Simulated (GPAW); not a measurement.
# CdTe (F-43m) in GPAW: settings compared

Aim: see how the results for CdTe move with the level of theory and the settings. Levels: PBE, LDA. Tasks: phonons, eps q.

Program: GPAW 26.7.0. These are calculated values, not measurements. Logs are shortened: lines on timing, memory, paths and dates and some standing lists are left out, and cuts for length are marked. The log counts tension as positive stress, the text compression.

**Measured values to compare with.**

A printed reference work, data compilation reports, for a bulk crystal of CdTe at 0 K: band gap 1.607 eV.

How close the calculation comes is told below.

## Step 1: The crystal as given

The structure is cubic, space group F-43m (No. 216). The conventional cell has a = 6.410 Å, b = 6.410 Å, c = 6.410 Å, α = 90.00°, β = 90.00°, γ = 90.00°. Around Te (site symmetry -43m) lie 4 Cd at 2.78 Å. Cd (site symmetry -43m) has 4 Te at 2.78 Å as nearest neighbours.

## Step 2: Phonons, PBE

Input file run.py:

```python
import json
import numpy as np
from ase import Atoms
from ase.constraints import FixSymmetry
from ase.io import read, write
from ase.optimize import BFGS
from phonopy import Phonopy
from phonopy.structure.atoms import PhonopyAtoms
from gpaw import GPAW

atoms = read('POSCAR')

calc = GPAW(mode='lcao',
            h=0.16,
            basis='dzp',
            xc='PBE',
            kpts={'size': (6, 6, 6), 'gamma': True},
            occupations={'name': 'fermi-dirac', 'width': 0.05},
            convergence={'density': 1e-06, 'forces': 0.0001},
            maxiter=150,
            txt='gpaw.txt')
atoms.calc = calc
atoms.set_constraint(FixSymmetry(atoms))
BFGS(atoms, trajectory='relax.traj', logfile='-').run(fmax=0.005, steps=40)
atoms.set_constraint()
energy = atoms.get_potential_energy()
forces = atoms.get_forces()
calc.write('gs.gpw')
write('result.traj', atoms)
print('Cell:', atoms.cell.cellpar().round(4))
print(atoms.get_scaled_positions().round(5))

def force_constants(scale):
    unit = PhonopyAtoms(symbols=atoms.get_chemical_symbols(), cell=atoms.cell[:] * scale**(1 / 3),
                        scaled_positions=atoms.get_scaled_positions())
    ph = Phonopy(unit, supercell_matrix=np.diag([2, 2, 2]), primitive_matrix=np.eye(3), symprec=1e-4)
    ph.generate_displacements(distance=0.01)
    forces = []
    for i, sc in enumerate(ph.supercells_with_displacements):
        a = Atoms(sc.symbols, cell=sc.cell, scaled_positions=sc.scaled_positions, pbc=True)
        c = GPAW(mode='lcao',
                 h=0.16,
                 basis='dzp',
                 xc='PBE',
                 kpts={'size': (3, 3, 3), 'gamma': True},
                 occupations={'name': 'fermi-dirac', 'width': 0.05},
                 convergence={'density': 1e-06, 'forces': 0.0001},
                 maxiter=150,
                 txt=f'disp-{scale:.3f}-{i:02d}.txt')
        a.calc = c
        f = a.get_forces()
        forces.append(f - f.mean(axis=0))
        print(f'displacement {i}: drift', f.mean(axis=0).round(5), flush=True)
    ph.forces = forces
    ph.produce_force_constants()
    ph.symmetrize_force_constants()
    return ph

qpoints = [[0.0, 0.0, 0.0], [0.0, 0.0, 0.5], [0.0, 0.5, 0.0], [0.0, 0.5, 0.5], [0.5, 0.0, 0.0], [0.5, 0.0, 0.5], [0.5, 0.5, 0.0], [0.5, 0.5, 0.5]]
results = {}
for scale in [1.0]:
    ph = force_constants(scale)
    ph.run_qpoints(qpoints)
    nu = ph.qpoints.frequencies * 33.35641  # THz to cm^-1
    results[f'{scale:.3f}'] = nu.tolist()
    for qp, f in zip(qpoints, nu):
        print(scale, np.round(qp, 4), f.round(2))

path = atoms.cell.bandpath('GXWKGLUWLK,UX', npoints=60, eps=1e-4)
ph.run_qpoints(path.kpts)
results['path'] = (ph.qpoints.frequencies * 33.35641).tolist()
results['path_q'] = path.kpts.tolist()
x, ticks, names = path.get_linear_kpoint_axis()
results['axis'] = [x.tolist(), list(ticks), names]
ph.run_mesh([15, 15, 15], is_gamma_center=True)
ph.run_thermal_properties(temperatures=[0, 100, 200, 300, 500, 800], cutoff_frequency=0.05)
tp = ph.thermal_properties
results['thermal'] = [list(v) for v in (tp.temperatures, tp.free_energy, tp.entropy, tp.heat_capacity)]
for t, fv, s, cv in zip(*results['thermal']):
    print(f'{t:6.0f} K  F {fv:9.4f} kJ/mol  S {s:9.4f} J/K/mol  Cv {cv:9.4f} J/K/mol')
json.dump(results, open('phonons.json', 'w'))
```

Input file POSCAR:

```
CdTe
1.0
    0.0000000000      3.2050000000      3.2050000000
    3.2050000000      0.0000000000      3.2050000000
    3.2050000000      3.2050000000      0.0000000000
Te Cd
1 1
Direct
    0.7500000000      0.7500000000      0.7500000000
    0.0000000000      0.0000000000      0.0000000000
```

Potentials or basis: GPAW PAW data sets (gpaw-data 1.2.1), lcao:dzp.

Started as:

```console
OMP_NUM_THREADS=1 python run.py
```

gpaw.txt:

```text
__  _  _
 | _ |_)|_||  |
 |__||  | ||/\| - 26.7.0

Input parameters:
  mode=LCAO(),
  basis={'default': 'dzp'},
  convergence={'density': 1e-06, 'forces': 0.0001},
  h=0.16,
  kpts=MonkhorstPack(size=(6, 6, 6), gamma=True),
  maxiter=150,
  occupations=Occupations(name='fermi-dirac', width=0.05),
  xc=XC(name='PBE')

                      Te

       Cd

Atoms  # Å, Bohr magnetons
|   | symbol |        x |        y |        z |    initial magnetic moments |
|---|--------|----------|----------|----------|-----------------------------|
| 0 |     Te | 4.807500 | 4.807500 | 4.807500 | ( 0.0000,  0.0000,  0.0000) |
| 1 |     Cd | 0.000000 | 0.000000 | 0.000000 | ( 0.0000,  0.0000,  0.0000) |

Unit cell  # Å
| periodic |        x |        y |        z |  lengths |    angles |
|----------|----------|----------|----------|----------|-----------|
|      yes | 0.000000 | 3.205000 | 3.205000 | 4.532554 | 60.000000 |
|      yes | 3.205000 | 0.000000 | 3.205000 | 4.532554 | 60.000000 |
|      yes | 3.205000 | 3.205000 | 0.000000 | 4.532554 | 60.000000 |

Number of symmetries: 24
Symmetry operations  # r_c * U_cc + t_c -> r_c
|    | kind |            matrix            |
|----|------|------------------------------|
|  0 |  E   |  1, 0, 0,  0, 1, 0,  0, 0, 1 |
|  1 |  σ   |  1, 0, 0,  0, 0, 1,  0, 1, 0 |
|  2 |  σ   |  1, 0,-1,  0, 1,-1,  0, 0,-1 |
|  3 |  C3  |  1, 0,-1,  0, 0,-1,  0, 1,-1 |
|  4 |  C3  |  1,-1, 0,  0,-1, 1,  0,-1, 0 |
|  5 |  σ   |  1,-1, 0,  0,-1, 0,  0,-1, 1 |
|  6 |  σ   |  0, 1, 0,  1, 0, 0,  0, 0, 1 |
|  7 |  C3  |  0, 1, 0,  0, 0, 1,  1, 0, 0 |
|  8 |  C2  |  0, 1,-1,  1, 0,-1,  0, 0,-1 |
|  9 |  S4  |  0, 1,-1,  0, 0,-1,  1, 0,-1 |
| 10 |  C3  |  0, 0, 1,  1, 0, 0,  0, 1, 0 |
| 11 |  σ   |  0, 0, 1,  0, 1, 0,  1, 0, 0 |
| 12 |  S4  |  0, 0,-1,  1, 0,-1,  0, 1,-1 |
| 13 |  C3  |  0, 0,-1,  0, 1,-1,  1, 0,-1 |
| 14 |  S4  |  0,-1, 1,  1,-1, 0,  0,-1, 0 |
| 15 |  C2  |  0,-1, 1,  0,-1, 0,  1,-1, 0 |
| 16 |  C3  |  0,-1, 0,  1,-1, 0,  0,-1, 1 |
| 17 |  S4  |  0,-1, 0,  0,-1, 1,  1,-1, 0 |
| 18 |  S4  | -1, 1, 0, -1, 0, 1, -1, 0, 0 |
| 19 |  C3  | -1, 1, 0, -1, 0, 0, -1, 0, 1 |
| 20 |  C3  | -1, 0, 1, -1, 1, 0, -1, 0, 0 |
| 21 |  S4  | -1, 0, 1, -1, 0, 0, -1, 1, 0 |
| 22 |  σ   | -1, 0, 0, -1, 1, 0, -1, 0, 1 |
| 23 |  C2  | -1, 0, 0, -1, 0, 1, -1, 1, 0 |

BZ-sampling:
  Number of BZ points: 216
  Number of IBZ points: 16

  Monkhorst-Pack size: [6, 6, 6]
  Monkhorst-Pack shift: [0.08333333333333333, 0.08333333333333333, 0.08333333333333333]

K-points  # in reciprocal-cell coordinates
|     |                                coordinates |     weight |
|-----|--------------------------------------------|------------|
|   0 | (  0.00000000,   0.00000000,   0.00000000) | 0.00462963 |
|   1 | (  0.16666667,   0.16666667,   0.00000000) | 0.02777778 |
|   2 | (  0.16666667,   0.16666667,   0.16666667) | 0.03703704 |
|   3 | (  0.33333333,   0.16666667,   0.16666667) | 0.05555556 |
|   4 | (  0.33333333,   0.33333333,  -0.33333333) | 0.05555556 |
|   5 | (  0.33333333,   0.33333333,   0.00000000) | 0.02777778 |
|   6 | (  0.33333333,   0.33333333,   0.16666667) | 0.11111111 |
|   7 | (  0.33333333,   0.33333333,   0.33333333) | 0.03703704 |
|   8 | (  0.50000000,   0.33333333,  -0.33333333) | 0.11111111 |
|   9 | (  0.50000000,   0.33333333,  -0.16666667) | 0.05555556 |
| ... |                                            |            |
|  15 | (  0.50000000,   0.50000000,   0.50000000) | 0.01851852 |

basis functions: 34
Spin-components: 1 (collinear spins)
Bands:           13
Projectors:      11
Spin-degeneracy: 2
Datatype:        <class 'complex'>

Density:
  Valence electrons: 18.0
  Components: 1
  Grid points: [24 24 24]
  Charge: 0.0  # |e|

Potential:
  Grid points: [24 24 24]

species:
  Te:
    name:    Tellurium
    Z:       52.0
    valence: 6
    core:    46
    charge:  0.0  # [|e|]
    compensation charges:
      type: gauss
      rc: 0.36  # [Å]
      lmax: 2
    cutoffs:
      filter: 2.09  # [Å]
      core: 3.17  # [Å]
    projectors
    | kind |    occ | energy [eV] | rcut [Å] |
    |------|--------|-------------|----------|
    |   5s |  2.000 |     -15.089 |    1.180 |
    |   5p |  4.000 |      -5.955 |    1.196 |
    |    s |        |      12.123 |    1.180 |
    |    p |        |      21.256 |    1.196 |
    |    d |        |       0.000 |    1.238 |

    LCAO basis set for Te:
      Name: dzp
      File: <dir>
      Number of radial functions: 5
      Number of spherical harmonics: 13
        l=0, rc=6.2500 Bohr: 5s-sz confined orbital
        l=1, rc=8.0156 Bohr: 5p-sz confined orbital
        l=0, rc=3.5469 Bohr: 5s-dz split-valence wave
        l=1, rc=4.6875 Bohr: 5p-dz split-valence wave
        l=2, rc=8.0156 Bohr: d-type Gaussian polarization
[... 122 lines left out ...]
|     |                                coordinates |     weight |
|-----|--------------------------------------------|------------|
|   0 | (  0.00000000,   0.00000000,   0.00000000) | 0.00462963 |
|   1 | (  0.16666667,   0.16666667,   0.00000000) | 0.02777778 |
|   2 | (  0.16666667,   0.16666667,   0.16666667) | 0.03703704 |
|   3 | (  0.33333333,   0.16666667,   0.16666667) | 0.05555556 |
|   4 | (  0.33333333,   0.33333333,  -0.33333333) | 0.05555556 |
|   5 | (  0.33333333,   0.33333333,   0.00000000) | 0.02777778 |
|   6 | (  0.33333333,   0.33333333,   0.16666667) | 0.11111111 |
|   7 | (  0.33333333,   0.33333333,   0.33333333) | 0.03703704 |
|   8 | (  0.50000000,   0.33333333,  -0.33333333) | 0.11111111 |
|   9 | (  0.50000000,   0.33333333,  -0.16666667) | 0.05555556 |
| ... |                                            |            |
|  15 | (  0.50000000,   0.50000000,   0.50000000) | 0.01851852 |

basis functions: 34
Spin-components: 1 (collinear spins)
Bands:           13
Projectors:      11
Spin-degeneracy: 2
Datatype:        <class 'complex'>

Density:
  Valence electrons: 18.0
  Components: 1
  Grid points: [24 24 24]
  Charge: 0.0  # |e|

Potential:
  Grid points: [24 24 24]

species:
  Te:
    name:    Tellurium
    Z:       52.0
    valence: 6
    core:    46
    charge:  0.0  # [|e|]
    compensation charges:
      type: gauss
      rc: 0.36  # [Å]
      lmax: 2
    cutoffs:
      filter: 2.09  # [Å]
      core: 3.17  # [Å]
    projectors
    | kind |    occ | energy [eV] | rcut [Å] |
    |------|--------|-------------|----------|
    |   5s |  2.000 |     -15.089 |    1.180 |
    |   5p |  4.000 |      -5.955 |    1.196 |
    |    s |        |      12.123 |    1.180 |
    |    p |        |      21.256 |    1.196 |
    |    d |        |       0.000 |    1.238 |

    LCAO basis set for Te:
      Name: dzp
      File: <dir>
      Number of radial functions: 5
      Number of spherical harmonics: 13
        l=0, rc=6.2500 Bohr: 5s-sz confined orbital
        l=1, rc=8.0156 Bohr: 5p-sz confined orbital
        l=0, rc=3.5469 Bohr: 5s-dz split-valence wave
        l=1, rc=4.6875 Bohr: 5p-dz split-valence wave
        l=2, rc=8.0156 Bohr: d-type Gaussian polarization
      Number of RI-basis functions 0

  Cd:
    name:    Cadmium
    Z:       48.0
    valence: 12
    core:    36
    charge:  0.0  # [|e|]
    compensation charges:
      type: gauss
      rc: 0.38  # [Å]
      lmax: 2
    cutoffs:
      filter: 2.12  # [Å]
      core: 2.62  # [Å]
    projectors
    | kind |    occ | energy [eV] | rcut [Å] |
    |------|--------|-------------|----------|
    |   5s |  2.000 |      -5.655 |    1.191 |
    |   5p |  0.000 |      -1.186 |    1.228 |
    |   4d | 10.000 |     -11.739 |    1.164 |
    |    s |        |      21.556 |    1.191 |
    |    p |        |      26.026 |    1.228 |
    |    d |        |      15.473 |    1.164 |

    LCAO basis set for Cd:
      Name: dzp
      File: <dir>
      Number of radial functions: 7
      Number of spherical harmonics: 21
        l=0, rc=8.5781 Bohr: 5s-sz confined orbital
        l=1, rc=12.6406 Bohr: 5p-sz confined orbital
        l=2, rc=4.9062 Bohr: 4d-sz confined orbital
        l=0, rc=5.0625 Bohr: 5s-dz split-valence wave
        l=1, rc=7.7188 Bohr: 5p-dz split-valence wave
        l=2, rc=2.9844 Bohr: 4d-dz split-valence wave
        l=1, rc=8.5781 Bohr: p-type Gaussian polarization
      Number of RI-basis functions 0

Reference energy: -336963.801770  # eV

eigensolver:
  <gpaw.new.lcao.eigensolver.LCAOEigensolver object>
density mixing:
  MSR1-Mixer
  Pratt-step length: 0.05
  Maximum mixing coefficient: 0.75
  Old densities: 10
  SVD Regularization: 0.005
  Good broyden scale: 1.0
  Trust region scale: 1.0
  Backstep threshold: 4.0
  History deletion threshold: 6.0
  Fourier metric: weight=20.0, sigma=0.015

occupation numbers:
  Fermi-Dirac:
    width: 0.0500  # eV

FastPoissonSolver using
    Stencil: 12*3+1=37 point O(h^6) finite-difference Laplacian
    FFT axes: [np.int64(0), np.int64(1), np.int64(2)]
    FST axes: []

xc functional:
  name: PBE with 2 nearest neighbor stencil
interpolation: tri-quintic # 5. degree polynomial

convergence criteria:
- Maximum integral of absolute [dens]ity change: 1e-06 electrons / valence electron
- Maximum change in the atomic [forces] across last 2 cycles: 0.0001 eV/Ang OR
Maximum error relative to the maximum force is below inf
- Maximum [total energy] change in last 3 cyles: 0.0005 eV / valence electron
- Maximum integral of absolute [eigenst]ate change: 4e-08 eV^2 / valence electron
maximum number of iterations: 150

SCF iterations
|iter     | |      energy | eigst |  dens |force |
|---------|-|-------------|-------|-------|------|
|iter:   1| |   -4.378952 |      c|       |      |
|iter:   2| |   -4.352255 |      c| -1.37 |      |
|iter:   3| |   -4.248565 |      c| -1.40 |      |
|iter:   4| |   -4.247162 |      c| -1.91 |      |
|iter:   5| |   -4.246898c|      c| -2.41 |      |
|iter:   6| |   -4.246896c|      c| -3.58 |      |
|iter:   7| |   -4.246896c|      c| -4.03 |      |
|iter:   8| |   -4.246896c|      c| -5.29 |      |
|iter:   9| |   -4.246896c|      c| -5.73 |      |
|iter:  10| |   -4.246896c|      c| -7.29c|      |
|iter:  11| |   -4.246896c|      c| -7.74c|-15.98c|

Converged in 11 steps
Energy contributions relative to reference atoms: (reference = -336963.801770)

Energy contributions:
  Kinetic:          24.629609
  Coulomb:         -21.260147
  Zero:              0.073294
  External:          0.000000
  Xc:               -7.689650
  Entropy:          -0.000002
  Spinorbit:         0.000000
  ----------------------------
  Free energy:      -4.246897
  Extrapolated:     -4.246896

dipole moment: (-16.472712, -16.472712, -16.472712)  # |e|*Ang

Fermi level: 4.599
Eigenvalues  # (at kpt = [0.000, 0.000, 0.000])
| band index |      eig [eV] | occ [0-2] |
|------------|---------------|-----------|
|          0 |        -7.249 |     2.000 |
|          1 |        -4.168 |     2.000 |
|          2 |        -4.168 |     2.000 |
|          3 |        -4.168 |     2.000 |
|          4 |        -3.825 |     2.000 |
|          5 |        -3.825 |     2.000 |
|          6 |         4.119 |     2.000 |
|          7 |         4.119 |     2.000 |
|          8 |         4.119 |     2.000 |
|          9 |         5.023 |     0.000 |
|         10 |         8.935 |     0.000 |
|         11 |         8.935 |     0.000 |
|         12 |         8.935 |     0.000 |

Gap: 0.904 eV
Transition (v -> c):
  (s=0, k=0, n=8, [0.00, 0.00, 0.00]) -> (s=0, k=0, n=9, [0.00, 0.00, 0.00])
No difference between direct/indirect transitions

Forces  # eV/Ang
|        x |        y |        z |
|----------|----------|----------|
| -0.00000 |  0.00000 | -0.00000 |  # Te   0
|  0.00000 | -0.00000 |  0.00000 |  # Cd   1

# Writing to gs.gpw (mode='')
```

Run time: 17 min. Hardware: 1 thread of Arm Neoverse V2, shared host; peak memory 1.1 GiB.

What came out:

```
Free energy                                        : -4.2469 eV
Band gap on the k mesh                             : 0.90 eV, direct
Highest phonon frequency, LO-TO splitting left out : 162 cm⁻¹
Most unstable mode                                 : 42i cm⁻¹
```

Final structure:
```yaml
crystal:
  lattice:
    - [0.00000, 3.20500, 3.20500]
    - [3.20500, 0.00000, 3.20500]
    - [3.20500, 3.20500, 0.00000]
  atoms:
    - { symbol: Te, position: [0.75000, 0.75000, 0.75000] }
    - { symbol: Cd, position: [0.00000, 0.00000, 0.00000] }
```

Phonon frequencies in cm⁻¹ (negative: imaginary):
```csv
q point,frequencies
"(0.000, 0.000, 0.000)",0 0 0 153 153 153
"(0.000, 0.000, 0.500)",-39 -39 103 157 158 158
"(0.000, 0.500, 0.000)",-39 -39 103 157 158 158
"(0.000, 0.500, 0.500)",-42 -42 131 134 162 162
"(0.500, 0.000, 0.000)",-39 -39 103 157 158 158
"(0.500, 0.000, 0.500)",-42 -42 131 134 162 162
"(0.500, 0.500, 0.000)",-42 -42 131 134 162 162
"(0.500, 0.500, 0.500)",-39 -39 103 157 158 158
```

Caveat: some modes are imaginary; the LO-TO splitting is left out; phonon bands are interpolated from a small supercell; spin-orbit coupling is left out, which moves the levels of the heavy elements; the basis of atomic orbitals isn't converged, which shifts pressures, moduli and gaps.

(Continued in part 2 of 2.)
